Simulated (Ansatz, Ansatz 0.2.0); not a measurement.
# Bulk modulus of B₁₂As₂ from finite-strain elastic constants: a blind prediction

## The question

The quantity to be predicted is the room-temperature bulk modulus of boron subarsenide, B₁₂As₂. It was measured by synchrotron X-ray diffraction on a polycrystalline powder, compressed in a diamond anvil cell with neon as the pressure medium. What such an experiment observes directly is the set of lattice parameters, and so the cell volume, at a series of pressures. The bulk modulus follows from the slope of pressure against volume, usually through a fitted equation of state, in which its value is correlated with that of its pressure derivative. It is an isothermal modulus, and neon keeps the load on the grains close to hydrostatic as long as the medium remains soft. I hold the measured value back until my estimate is fixed, and name the source only then.

## How to go about it

I want the cheapest level of theory that gives the bulk modulus of B₁₂As₂ within 5 %. An error of that size still lets the compressibility be used to compare boron-rich solids, and it is strict enough to matter, since common density functionals can differ from one another by about as much in a stiff covalent crystal.

The model is the perfect rhombohedral crystal with 14 atoms in the primitive cell. The starting structure comes from a database and was itself relaxed by theory, so its lattice parameters are no test of mine. I strain the relaxed cell, let the atoms relax, and build the elastic tensor from the stresses. The Reuss bound of the bulk modulus is the one to compare, because it describes the response to hydrostatic pressure. The shear modulus and the single elastic constants come from the same tensor and are not compared here.

The calculation is static. Zero-point motion and room temperature should soften the real crystal by roughly 1 to 3 %, so a good static value ought to lie slightly above the measured one.

I begin with a semilocal functional on a coarse k mesh, refine the mesh, and then weigh whether a dearer functional is worth its cost.

Plain PBE isn't shown in this study.

System: B12As2 (boron subarsenide), rhombohedral, alpha-boron related; R-3m (No. 166), 14 atoms in the primitive cell; the database structure is a structure relaxed by earlier theory (a GGA or r2SCAN, not named), not a measurement: a = 6.137 Å, c = 11.895 Å; structure from the Materials Project.

## 1. PBEsol on a coarse k mesh

PBEsol was designed for the equilibrium properties of solids and costs little more than LDA, which makes it a sensible lowest rung. B₁₂As₂ is a semiconductor with a fairly large primitive cell, so I expect a 3×3×3 mesh to come close already. I relax the cell at this level first, so that the strains are applied about its own equilibrium volume.

**Run 1.** Ansatz 0.2.0: PBEsol, cell and atoms relaxed in a first step at this level from the database structure (its input isn't shown), PAW set soft_2, cutoff 420 eV (default), 3x3x3 k mesh, Gaussian smearing 0.02 eV; elastic constants by two-point finite strains with relaxed ions.

Key lines of the input:
```
crystal:
  # lattice and atoms
kpoints:
  mp_grid: { grid: [3, 3, 3] }
hamiltonian:
  xc: pbesol
scf:
  occupations: { method: gaussian, width: 0.02 }
output:
  forces: true
  stress: true
elastic:
  mode: relaxed_ion
  stencil: two_point
```

Command:
```
ansatz run input.yaml --threads 8 --pin off --max-ram 16384MiB --backend cpu --events-out ev --progress --plain --runs-dir out
```

Selected lines of the output:
```
  C = ∂σ_k/∂η_j (tension-positive GPa; Voigt order 11 22 33 23 13 12):
       442.133     99.875     67.327     -3.624     -0.000     -0.000
        67.308     67.308    362.896      0.000     -0.000     -0.000
  moduli (Voigt/Reuss/Hill, GPa): K = 190.69/187.91/189.30   G = 172.00/171.35/171.67   E = 395.47   ν = 0.152
  mechanically stable: yes (min eigenvalue of sym C = 169.13 GPa)
```

Converged; 25 s on 8 cores of Arm Neoverse V1, shared host.

| quantity | run 1 |
| --- | --- |
| B (Reuss) (GPa) | 187.9 |
| conventional cell volume (Å³) | 384.40 |
| pressure (GPa) | −0.01063 |
| G (Hill) (GPa) | 171.7 |
| C11 (GPa) | 442.1 |
| C12 (GPa) | 99.9 |
| C33 (GPa) | 362.9 |

The static bulk modulus comes out at 187.9 GPa on the coarse mesh. The pressure left in the cell is close to zero, so the strains are applied about the PBEsol equilibrium, and the tensor is mechanically stable.

C33 lies well below C11, and the full tensor makes the crystal more compressible along c than in the basal plane. This anisotropy separates the Voigt and Reuss bounds of the bulk modulus by about 2.8 GPa, a small part of the 5 % target, but enough to make it worth comparing the right one.

## 2. The same functional on a denser mesh

Before the functional is weighed, the k mesh needs a test. I go to 6×6×6 and keep the cutoff and the potentials, with the cell relaxed again on the new mesh. For a semiconductor with this cell I expect the bulk modulus to move by less than 1 %. The run should take several times as long as the first, which is still cheap.

**Run 2.** Ansatz 0.2.0: PBEsol, cell and atoms relaxed in a first step at this level from the database structure (its input isn't shown), PAW set soft_2, cutoff 420 eV (default), 6x6x6 k mesh, Gaussian smearing 0.02 eV; elastic constants by two-point finite strains with relaxed ions.

Key lines of the input, as changed from run 1:
```diff
  kpoints:
-   mp_grid: { grid: [3, 3, 3] }
+   mp_grid: { grid: [6, 6, 6] }
```

Selected lines of the output:
```
  C = ∂σ_k/∂η_j (tension-positive GPa; Voigt order 11 22 33 23 13 12):
       442.721     99.424     67.276     -3.682      0.000      0.000
        67.268     67.268    362.165     -0.000      0.000      0.000
        -3.663      3.663     -0.000    175.648      0.000      0.000
  moduli (Voigt/Reuss/Hill, GPa): K = 190.62/187.79/189.20   G = 172.16/171.50/171.83   E = 395.70   ν = 0.151
```

Converged; wall time 1.9 min.

| quantity | run 2 |
| --- | --- |
| B (Reuss) (GPa) | 187.8 |
| conventional cell volume (Å³) | 384.52 |
| pressure (GPa) | −0.00831 |
| G (Hill) (GPa) | 171.8 |
| C11 (GPa) | 442.7 |
| C12 (GPa) | 99.4 |
| C33 (GPa) | 362.2 |

The denser mesh lowers the bulk modulus by only 0.12 GPa, and the cell volume grows by 0.12 Å³. The single elastic constants move by less than 1 GPa. For this functional the 3×3×3 mesh is therefore already sufficient for a 5 % target, and what remains open is mainly the functional itself.

## 3. A meta-GGA for comparison

A blind prediction needs some measure of how far it depends on the functional. r2SCAN adds the kinetic-energy density to the ingredients of a GGA and often describes covalent solids well, at a higher price per step. I keep the 6×6×6 mesh and relax the cell anew. The default cutoff rises to 500 eV with this functional, so the difference from PBEsol will not be purely one of exchange and correlation. I expect a somewhat stiffer crystal, by a few per cent.

**Run 3.** Ansatz 0.2.0: r2SCAN, cell and atoms relaxed in a first step at this level from the database structure (its input isn't shown), PAW set soft_2, cutoff 500 eV (default), 6x6x6 k mesh, Gaussian smearing 0.02 eV; elastic constants by two-point finite strains with relaxed ions.

Key lines of the input, as changed from run 2:
```diff
  hamiltonian:
-   xc: pbesol
+   xc: r2scan
```

Command:
```
ansatz run input.yaml --threads 4 --pin off --max-ram 16384MiB --backend cpu --events-out ev --progress --plain --runs-dir out
```

Selected lines of the output:
```
  C = ∂σ_k/∂η_j (tension-positive GPa; Voigt order 11 22 33 23 13 12):
       458.602     91.058     61.478     -5.582      0.000      0.000
        61.495     61.495    386.663     -0.000      0.000      0.000
  moduli (Voigt/Reuss/Hill, GPa): K = 192.44/190.31/191.37   G = 184.14/183.55/183.85   E = 417.76   ν = 0.136
```

Converged; 4.1 min on 4 cores of Arm Neoverse V2, shared host.

| quantity | run 3 |
| --- | --- |
| B (Reuss) (GPa) | 190.3 |
| conventional cell volume (Å³) | 387.40 |
| pressure (GPa) | 0.00605 |
| G (Hill) (GPa) | 183.8 |
| C11 (GPa) | 458.6 |
| C12 (GPa) | 91.1 |
| C33 (GPa) | 386.7 |

r2SCAN gives 190.3 GPa, only 1.3 % above PBEsol on the same mesh, so the stiffening is at the low end of what I expected. It comes with a cell that is larger by about 2.9 Å³, so the higher modulus is not a matter of a smaller volume.

The close agreement does not extend to the whole tensor. With r2SCAN C11 and C33 rise while C12 falls, and these changes largely cancel in the response to hydrostatic pressure. In the shear modulus they do not, and it rises by 12.0 GPa, or about 7 %. For the bulk modulus alone, the dearer functional changes the prediction by much less than the target allows.

## 4. Sensitivity of PBEsol to the cutoff

PBEsol is the cheaper candidate, and its mesh has been tested but not its plane-wave cutoff. I lower the cutoff to 290 eV, keep the 6×6×6 mesh and relax the cell again. This shows how strongly the modulus responds to the basis and whether a lighter setting would do; it cannot prove the default cutoff converged. I expect a larger shift than the mesh produced, because stresses are sensitive to an incomplete basis.

**Run 4.** Ansatz 0.2.0: PBEsol, cell and atoms relaxed in a first step at this level from the database structure (its input isn't shown), PAW set soft_2, cutoff 290 eV, 6x6x6 k mesh, Gaussian smearing 0.02 eV; elastic constants by two-point finite strains with relaxed ions.

Key lines of the input, as changed from run 2:
```diff
+ basis:
+   ecutwfc: 290.0
```

Selected lines of the output:
```
  C = ∂σ_k/∂η_j (tension-positive GPa; Voigt order 11 22 33 23 13 12):
       442.431     98.633     66.774     -4.300      0.000      0.000
        67.369     67.369    362.666     -0.000      0.000      0.000
        -3.938      3.938     -0.000    177.109      0.000      0.000
  moduli (Voigt/Reuss/Hill, GPa): K = 190.34/187.58/188.96   G = 172.87/172.18/172.53   E = 396.81   ν = 0.150
```

Converged; 80 s on 8 cores of Arm Neoverse V1, shared host. Warnings: another step: cutoff_below_recommended; cutoff_below_recommended (in short: A typed cutoff is below a recommended value, from the records, the datasets' recipe or DFPT's needs, possibly lowering the density cutoff; compare with a higher-cutoff run).

| quantity | run 4 |
| --- | --- |
| B (Reuss) (GPa) | 187.6 |
| conventional cell volume (Å³) | 384.25 |
| pressure (GPa) | −0.00434 |
| G (Hill) (GPa) | 172.5 |
| C11 (GPa) | 442.4 |
| C12 (GPa) | 98.6 |
| C33 (GPa) | 362.7 |

Lowering the cutoff to 290 eV takes 0.21 GPa off the bulk modulus and 0.27 Å³ off the cell volume. Both shifts are larger than those from the change of mesh, as I had supposed, but the one in the modulus is still only about 0.1 %.

The program warns that this cutoff is below the recommended value and asks for a comparison with a higher one, which the earlier run at 420 eV provides. The tensor does show some strain from the small basis. Its two entries for C13, which should be equal, differ by about 0.6 GPa, against less than 0.01 GPa at the default cutoff on the same mesh, and C44 rises by about 1.5 GPa. The bulk modulus hardly notices, but I would not use this setting for the small constants such as C14. I keep the default cutoff for the prediction. Its own convergence towards higher cutoffs is not shown in this report, though the weak response between these two settings gives no sign of an error that would matter at 5 %.

## Prediction

Bulk modulus at room temperature: **184 ± 8 GPa**.

The estimate rests on PBEsol with the default cutoff and the 6×6×6 mesh, which gives a static value of 187.8 GPa. From this I take off about 2 %, the middle of the range set in the plan for zero-point motion and temperature. The size of that correction is a guess, not a result of these runs.

The mesh and cutoff tests moved the modulus by far less than 1 GPa, and r2SCAN lies 2.5 GPa higher. Two functionals can share an error, however, so I widen the bar to about 4 %, which allows for the usual error of PBEsol in stiff covalent solids and for the guessed correction. That is slightly narrower than the 5 % target. The computed value, 187.8 GPa, is to be judged separately from this estimate.

## Measured values

Source: "Equation of state of boron subarsenide B12As2 to 47 GPa" (2018, arXiv:1803.09494).

| compared with | measured | source's wording or label | T (K) | method |
| --- | --- | --- | --- | --- |
| B (Reuss) (GPa) | 150 ± 4 | 150 ± 4 GPa | room temperature | synchrotron XRD in diamond anvil cell |

Conditions are those given with the value in the passage it was taken from; "not stated" means there, and the paper may say more elsewhere. The values are a selection: others may have been left out beforehand as unlike or outlying.

## The runs side by side

| run | settings | B (Reuss) (GPa) | deviation | cost |
| --- | --- | --- | --- | --- |
| 1 | PBEsol, cutoff 420 eV (default), 3x3x3 k mesh | 187.9 | +37.9 (+25.3 %) | 3.3 core-min |
| 2 | PBEsol, cutoff 420 eV (default), 6x6x6 k mesh | 187.8 | +37.8 (+25.2 %) | 15 core-min |
| 3 | r2SCAN, cutoff 500 eV (default), 6x6x6 k mesh | 190.3 | +40.3 (+26.9 %) | 16 core-min |
| 4 | PBEsol, cutoff 290 eV, 6x6x6 k mesh | 187.6 | +37.6 (+25.1 %) | 11 core-min |
|  | measured | 150 ± 4 |  |  |

Further runs on the same system, made beside this series (convergence steps with loose settings among them):

| further | settings | B (Reuss) (GPa) | deviation | cost | status |
| --- | --- | --- | --- | --- | --- |
| F1 | LDA, cell and atoms relaxed in a first step at this level from the database structure (its input isn't shown), cutoff 420 eV (default), 6x6x6 k mesh | 195.5 | +45.5 (+30.3 %) | 16 core-min |  |
| F2 | PBEsol, atoms relaxed in a first step at this level (its input isn't shown) in the database cell, cutoff 420 eV (default), 6x6x6 k mesh | 181.8 | +31.8 (+21.2 %) | 14 core-min | warnings: another step: stress_scf_threshold_loose |
|  | measured | 150 ± 4 |  |  |  |

## What the runs support

The prediction misses its target clearly. PBEsol with the default cutoff and the 6×6×6 mesh gives 187.8 GPa for 15 core-minutes, 25.2 % above the measured 150 ± 4 GPa, where 5 % was allowed. My estimate of 184 ± 8 GPa fails as well, and no level shown here passes.

The mesh and cutoff tests moved the modulus by about 0.1 % each. r2SCAN widened the miss slightly, and LDA, run beside this series, gives 195.5 GPa. Zero-point motion and temperature act in the right direction, but explain only about 2 to 6 GPa.

With three functionals so far off on the same side, the reference needs a closer look. It is the zero-pressure value of a Vinet fit to 47 GPa, correlated with a fitted pressure derivative of 6.4. Stiff covalent solids usually have a derivative near 4, and a high one pulls the fitted modulus down. PBEsol in the slightly larger database cell gives 181.8 GPa, which points to a derivative of very roughly 3 to 4. With such a slope, the computed and fitted moduli would cross somewhere near 15 GPa, inside the measured range. The fit is thus a plausible source of much of the gap, though these runs do not prove it.

An error common to the series also remains possible, since its four runs share one set of potentials. Defects in the real powder are a further conjecture. The useful next step would be to compute the volume up to 47 GPa and compare it with the measured compression curve directly.

[Logs are printed without paths, hosts, clocks, repeated set-up lines and the standing remarks that a program may print on its own settings, such as how far it seeks lower states.]

[The runs shown are a pick from a larger set of finished runs; failed, doubtful and other runs were left out of it ahead of writing. So were measured values far from every level or from commonly accepted values, and agreement can look better than it is. Lines of input and output are excerpts and may be shortened.]
